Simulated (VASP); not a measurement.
# SnTe (Pm-3m) in VASP: further runs, part 2 of 2

VASP 6.6.1. Earlier steps stand in the parts before.

### 5 Single point, LDA

Input file INCAR:

```
SYSTEM = SnTe
ADDGRID = .False.
ALGO = Normal
EDIFF = 1E-6
ENCUT = 600
GGA = CA
ISIF = 2
ISMEAR = 0
LASPH = .True.
LCHARG = .False.
LREAL = .False.
LWAVE = .False.
NELM = 100
PREC = Accurate
SIGMA = 0.05
```

Input file KPOINTS:

```
k-points
0
Gamma
  2 2 2
  0 0 0
```

Input file POSCAR:

```
SnTe
1.0
    3.9047000000      0.0000000000      0.0000000000
    0.0000000000      3.9047000000      0.0000000000
    0.0000000000      0.0000000000      3.9047000000
Te Sn
1 1
Direct
    0.5000000000      0.5000000000      0.5000000000
    0.0000000000      0.0000000000      0.0000000000
```

Potentials or basis: VASP PAW LDA potentials, release 64 (Te, Sn_d).

On the command line:

```
$ cat potpaw_LDA.64/Te/POTCAR potpaw_LDA.64/Sn_d/POTCAR > POTCAR
$ mpirun -np 1 vasp_std > vasp.out
```

OUTCAR:

```text
SYSTEM = SnTe
   EDIFF = 1E-6
   ENCUT = 600
   GGA = CA
   ISIF = 2
   ISMEAR = 0
   LASPH = .True.
   LREAL = .False.
   NELM = 100
   PREC = Accurate

 Found      4 irreducible k-points:

 Following reciprocal coordinates:
            Coordinates               Weight
  0.000000  0.000000  0.000000      1.000000
  0.500000  0.000000  0.000000      3.000000
  0.500000  0.500000  0.000000      3.000000
  0.500000  0.500000  0.500000      1.000000
   k-points           NKPTS =      4   k-points in BZ     NKDIM =      4   number of bands    NBANDS=     14
   number of dos      NEDOS =    301   number of ions     NIONS =      2
   total plane-waves  NPLWV =  32768
   dimension x,y,z NGX =    32 NGY =   32 NGZ =   32
   dimension x,y,z NGXF=    64 NGYF=   64 NGZF=   64
   ions per type =               1   1
   NGX,Y,Z   is equivalent  to a cutoff of  13.62, 13.62, 13.62 a.u.
   NGXF,Y,Z  is equivalent  to a cutoff of  27.25, 27.25, 27.25 a.u.
 SYSTEM =  SnTe
   PREC   = accura    normal or accurate (medium, high low for compatibility)
   ISTART =      0    job   : 0-new  1-cont  2-samecut
   ICHARG =      2    charge: 1-file 2-atom 10-const
   ISPIN  =      1    spin polarized calculation?
   LNONCOLLINEAR =      F non collinear calculations
   LSORBIT =      F    spin-orbit coupling
   LASPH  =      T    aspherical Exc in radial PAW
   ENCUT  =  600.0 eV  44.10 Ry    6.64 a.u.   7.80  7.80  7.80*2*pi/ulx,y,z
[... 70 lines left out ...]
     11      10.4839      0.00000
     12      10.4839      0.00000
     13      12.1120      0.00000
     14      12.1120      0.00000
[... 37 lines left out ...]
      1     -14.6671      2.00000
      2     -14.6671      2.00000
      3     -14.6671      2.00000
      4     -14.6288      2.00000
      5     -14.6288      2.00000
      6      -2.8829      2.00000
      7       1.4402      2.00000
      8       4.0906      2.00000
      9       4.0906      2.00000
     10       4.0906      2.00000
     11       5.5035      2.00000
     12       5.5035      2.00000
     13       5.5035      2.00000
     14      20.7869      0.00000

------------------------ aborting loop because EDIFF is reached ----------------------------------------

  FORCE on cell =-STRESS in cart. coord.  units (eV):
  Direction    XX          YY          ZZ          XY          YZ          ZX
  --------------------------------------------------------------------------------------
  -------------------------------------------------------------------------------------
  Total        0.0948759      0.0948759      0.0948759      0.0000000      0.0000000     -0.0000000
  in kB        2.5533108      2.5533108      2.5533108      0.0000000      0.0000000     -0.0000000
  external PRESSURE =       2.5533108 kB  Pullay stress =       0.0000000 kB

 VOLUME and BASIS-vectors are now :
 -----------------------------------------------------------------------------
  energy-cutoff  :      600.00
  volume of cell :       59.53
      direct lattice vectors                 reciprocal lattice vectors
     3.904700000  0.000000000  0.000000000     0.256101621  0.000000000  0.000000000
     0.000000000  3.904700000  0.000000000     0.000000000  0.256101621  0.000000000
     0.000000000  0.000000000  3.904700000     0.000000000  0.000000000  0.256101621

 POSITION                                       TOTAL-FORCE (eV/Angst)
 -----------------------------------------------------------------------------------
      1.95235      1.95235      1.95235         0.000000      0.000000      0.000000
      0.00000      0.00000      0.00000         0.000000      0.000000      0.000000
 -----------------------------------------------------------------------------------
    total drift:                                0.000000      0.000000      0.000000

  FREE ENERGIE OF THE ION-ELECTRON SYSTEM (eV)
  ---------------------------------------------------
  free  energy   TOTEN  =        -7.0562655720 eV

  energy  without entropy=       -7.0515802662  energy(sigma->0) =       -7.05392292
```

OSZICAR:

```text
N       E                     dE             d eps       ncg     rms          rms(c)
DAV:   1     0.129962662073E+03    0.12996E+03   -0.10114E+04   112   0.176E+03
DAV:   2     0.541999196821E+01   -0.12454E+03   -0.12147E+03   112   0.399E+02
DAV:   3    -0.662356884685E+01   -0.12044E+02   -0.11983E+02   148   0.104E+02
DAV:   4    -0.714614657483E+01   -0.52258E+00   -0.51976E+00   124   0.200E+01
DAV:   5    -0.716607538814E+01   -0.19929E-01   -0.19927E-01   178   0.409E+00    0.228E+00
DAV:   6    -0.707178214445E+01    0.94293E-01   -0.15782E-01   134   0.316E+00    0.141E+00
DAV:   7    -0.705709830574E+01    0.14684E-01   -0.77040E-02   146   0.154E+00    0.714E-01
DAV:   8    -0.705636267126E+01    0.73563E-03   -0.71204E-03   118   0.763E-01    0.198E-01
DAV:   9    -0.705628684991E+01    0.75821E-04   -0.38661E-04   130   0.148E-01    0.109E-01
DAV:  10    -0.705626723050E+01    0.19619E-04   -0.17562E-04   124   0.131E-01    0.401E-02
DAV:  11    -0.705626583397E+01    0.13965E-05   -0.16608E-05   118   0.270E-02    0.844E-03
DAV:  12    -0.705626557195E+01    0.26202E-06   -0.19791E-06    88   0.167E-02
   1 F= -.70562656E+01 E0= -.70539229E+01  d E =-.468531E-02
```

stdout:

```text
POSCAR found type information on POSCAR TeSn
 POSCAR found :  2 types and       2 ions
 scaLAPACK will be used
 LDA part: xc-table for (Slater(with rela. corr.)+CA(PZ))
 , standard interpolation
 POSCAR, INCAR and KPOINTS ok, starting setup
 FFT: planning ... GRIDC
 FFT: planning ... GRID_SOFT
 FFT: planning ... GRID
 WAVECAR not read
 entering main loop
```

Wall time 2.9 s (1 thread of AMD EPYC 9R14 (Zen 4), shared host); peak memory 0.12 GiB.

These settings aren't checked as converged: the numbers below hold their error.

What came out:

- Free energy: -7.0563 eV
- Pressure: 0.3 GPa
- Band gap on the k mesh: none (metal or under the smearing width)

Caveat: the k mesh is coarse (spacing up to 0.80 Å⁻¹), so the values aren't converged.

### 6 Single point, LDA

INCAR, as its differences from that of step 5:

```diff
@@ -4,3 +4,3 @@
 EDIFF = 1E-6
-ENCUT = 600
+ENCUT = 300
 GGA = CA
```

Input file KPOINTS:

```
k-points
0
Gamma
  3 3 3
  0 0 0
```

POSCAR is that of step 5.

Potentials or basis: VASP PAW LDA potentials, release 64 (Te, Sn_d).

On the command line:

```
$ cat potpaw_LDA.64/Te/POTCAR potpaw_LDA.64/Sn_d/POTCAR > POTCAR
$ mpirun -np 1 vasp_std > vasp.out
```

It took 1.9 s on 1 thread of AMD EPYC 9R14 (Zen 4), shared host; peak memory 0.09 GiB.

The run converged, but some of its settings lie outside the range that counts as converged, so its numbers aren't taken as properties of the crystal.

What came out:

| Item | Value |
| --- | --- |
| Free energy | -8.1667 eV |
| Pressure | -2.4 GPa |
| Band gap on the k mesh | 0.54 eV, indirect (least direct gap 2.06 eV) |

Caveat: the k mesh is coarse (spacing up to 0.54 Å⁻¹), so the values aren't converged; spin-orbit coupling is left out, which moves the levels of the heavy elements; an odd mesh through Γ misses points on the zone boundary, where band edges often lie.

### 7 For comparison

An earlier run on the cell as given: functional PBE; potentials or basis VASP PAW PBE potentials, release 64 (Te, Sn_d); cutoff 520 eV; k mesh 7 × 7 × 7; occupations fermi-dirac, width 0.05 eV; no spin polarisation.

- Pressure: -1.1 GPa
- Band gap on the k mesh: none (metal or under the smearing width)
